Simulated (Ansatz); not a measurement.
Starting cell, CsCl (CsCl type):

```
CELL_PARAMETERS angstrom
      4.20527     0.00000     0.00000
      0.00000     4.20527     0.00000
      0.00000     0.00000     4.20527
ATOMIC_POSITIONS crystal
  Cs 0.00000 0.00000 0.00000
  Cl 0.50000 0.50000 0.50000
```

In this cell atom 1 (Cs, nearest neighbour Cl at 3.642 Å; its periodic images, 4.2 Å or more away, move with it) is moved by u·(1.000, 0.000, 0.000) + v·(0.000, 1.000, 0.000); the rest is frozen.

These are PBE (plane waves to 420 eV, PAW, scalar-relativistic; Ansatz, an electronic-structure program) values and carry that method's errors. k mesh 6×6×6 (Γ-centred), Fermi-Dirac smearing 0.05 eV. Energies are smeared free energies. Points where atoms come too close for the PAW data are left out (x in tables, blank in figures). CsCl was relaxed with its symmetry unable to fall. The zero of ΔE is the undisplaced structure. Axes are in Å.

Task: What ΔE (meV/cell) does the calculation give at all points of the grid u = -1.200, -0.600, 0.000, 0.600, 1.200 by v = -1.200, -0.600, 0.000, 0.600, 1.200?

Result: ΔE (meV/cell), with u across and v down:

| v \ u | -1.200 | -0.600 | 0.000 | 0.600 | 1.200 |
|---|---|---|---|---|---|
| -1.200 | x | 1176 | 489 | 1176 | x |
| -0.600 | 1176 | 372 | 111 | 372 | 1176 |
| 0.000 | 489 | 111 | 0 | 111 | 489 |
| 0.600 | 1176 | 372 | 111 | 372 | 1176 |
| 1.200 | x | 1176 | 489 | 1176 | x |

(For displaced atoms, the force is minus the slope of the energy, and its curvature is a force constant, which sets phonon frequencies.)
